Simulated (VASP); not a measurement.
La2O3 under changes of volume

One of the cells (21.856 Å³/atom); the others are scaled copies at fixed shape and fractional positions:

```
CELL_PARAMETERS angstrom
6.24978 0.00000 0.00000
-3.12489 5.41247 0.00000
0.00000 0.00000 3.23064
ATOMIC_POSITIONS crystal
La 0.66667 0.33333 0.50000
La 0.33333 0.66667 0.50000
O 0.49992 0.00000 0.00000
O 0.00000 0.49992 0.00000
O 0.50008 0.50008 0.00000
```

The cell comes from a database or a generator and needn't be the stable form of this composition.

- Program: VASP 6.6.1
- Functional: LDA
- Potentials or basis: VASP PAW LDA potentials, release 64 (La, O)
- Cutoff: 520 eV
- k mesh: 4 × 4 × 8
- Occupations: gaussian, width 0.02 eV
- Spin: no spin polarisation

```tsv
volume (Å³/atom)	energy over the lowest point (meV/atom)	pressure (GPa)	gap on the mesh (eV)
20.982	?	?	?
21.419	3.63	2.4	1.07
21.856	0.00	0.1	1.19
22.294	2.23	-1.9	1.30
22.731	9.76	-3.8	1.40
```

Task: What does the run at 20.982 Å³/atom give?

Result: Energy over the lowest point 13.77 meV/atom; pressure 4.9 GPa; gap on the mesh 0.94 eV.

Worked out: A Birch-Murnaghan fit of order 2 (a polynomial in V^(-2/3)) to the other rows has its minimum at 21.90 Å³/atom with B0 = V·E''(V) = 106 GPa at fixed shape and positions, which overstates the stiffness. It gives 13.73 meV/atom at 20.982 Å³/atom, against the run's 13.77, and -dE/dV = 5.0 GPa, against 4.9. A straight line through the other rows of the gap, of slope 5.55 eV per unit of ln V, extrapolates to 0.96 eV, against the run's 0.94.

Energies are extrapolated to zero smearing.

Caveats: spin-orbit coupling is left out, which moves the levels of the heavy elements.

A mesh can miss the band edges.
